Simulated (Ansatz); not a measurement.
The system is CdO2.

```
Cd O
1.0
     3.47623    0.00000    0.00000
    -1.73811    3.01050    0.00000
     0.00000    0.00000    4.14808
Cd O
1 2
Direct
  0.00000 0.00000 0.00000
  0.33333 0.66667 0.24422
  0.66667 0.33333 0.75578
```

The cell comes from a database or a generator and needn't be the stable form of this composition.

Base run:

| Quantity | Value |
| --- | --- |
| Program | Ansatz 0.2.0 |
| Functional | PBEsol |
| Potentials or basis | Ansatz PAW |
| Cutoff | 420 eV (not typed: the program's choice for these potentials) |
| k mesh | 7 × 7 × 5 |
| Occupations | fermi-dirac, width 0.05 eV |
| Spin | spin-orbit coupling, no magnetisation |

Its results: band gap on the k mesh none (metal or under the smearing width); pressure -10.6 GPa; largest force 0.320 eV/Å.

**Question.** The run is repeated on the same cell with these changes: functional from PBEsol to LDA. What comes out?

**Answer.** Band gap on the k mesh none (metal or under the smearing width); pressure -15.0 GPa; largest force 0.498 eV/Å.

LDA binds more tightly than PBEsol, so the same cell stands under less pressure.

Caveats: the PAW data sets come from PBE, with cores solved anew for the run's functional, which leaves a small shift of forces and pressure.
